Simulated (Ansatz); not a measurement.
Input and command of a plane-wave DFT calculation in Ansatz:

```yaml
crystal:
  lattice:
    - [2.7994351184, 0.0, 0.0]
    - [0.0, 2.9854645181, 0.0]
    - [0.0, 0.0, 5.6095353315]
  atoms:
    - { symbol: Si, position: [0.5, 0.5, 0.8431827238] }
    - { symbol: Si, position: [0.0, 0.0, 0.1568172762] }
    - { symbol: Ni, position: [0.5, 0.5, 0.3423059774] }
    - { symbol: Ni, position: [0.0, 0.0, 0.6576940226] }
basis:
  ecutwfc: 420
kpoints:
  mp_grid: { grid: [18, 16, 12] }
hamiltonian:
  xc: pbe
scf:
  occupations: { method: gaussian, width: 0.15 }
output:
  forces: true
  stress: true
  eigenvalues: true
  write_density: true
  write_potential: true
  elf: true
  volumetric_format: npy
```

```bash
ansatz run input.yaml --threads 1 --pin off --max-ram 2560MiB --backend cpu --events-out ev --progress --plain --runs-dir out
```

Processor: Arm Neoverse V1, 1 thread, on a host shared with other jobs.

Task: Estimate time, memory and problem size.

Result: About 52 s on 1 thread of Arm Neoverse V1, on a shared host, peak memory 0.77 GiB. It solves 27 bands at 630 k points (the mesh reduced by symmetry) with about 915 plane waves, in 7 SCF iterations.
